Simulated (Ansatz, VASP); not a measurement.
**SiC (Moissanite 3C): VASP beside Ansatz**

```xyz
2
Lattice="0.0000 2.2217 2.2217 2.2217 0.0000 2.2217 2.2217 2.2217 0.0000" Properties=species:S:1:pos:R:3 pbc="T T T"
Si    0.0000    0.0000    0.0000
C     3.3326    3.3326    3.3326
```

Alike in both runs: task single point; functional PBEsol; k mesh 10 × 10 × 10; occupations fermi-dirac, width 0.05 eV; no spin polarisation.

|  | VASP | Ansatz |
| --- | --- | --- |
| version | VASP 6.6.1 | Ansatz 0.2.0 |
| potentials or method | VASP PAW PBE potentials, release 64 (Si, C) | Ansatz PAW |
| plane-wave cutoff (eV) | 520 | 420 |
| valence electrons in the cell | 8 | 8 |

|  | VASP | Ansatz | Ansatz less VASP |
| --- | --- | --- | --- |
| gap on the k mesh at the Fermi level (eV) | 1.28 | 1.29 | +0.008 |
| least direct gap on the mesh (eV) | 4.38 | 4.39 | +0.008 |
| pressure (GPa) | -11.4 | -11.7 | -0.31 |

The functional is the same, so the differences come from potentials, cutoffs and numerics.

Caveats: the PAW data sets were made with another functional, which shifts forces and pressure a little (VASP); the PAW data sets come from PBE, with cores solved anew for the run's functional, which leaves a small shift of forces and pressure (Ansatz). A k mesh can miss the band edges.
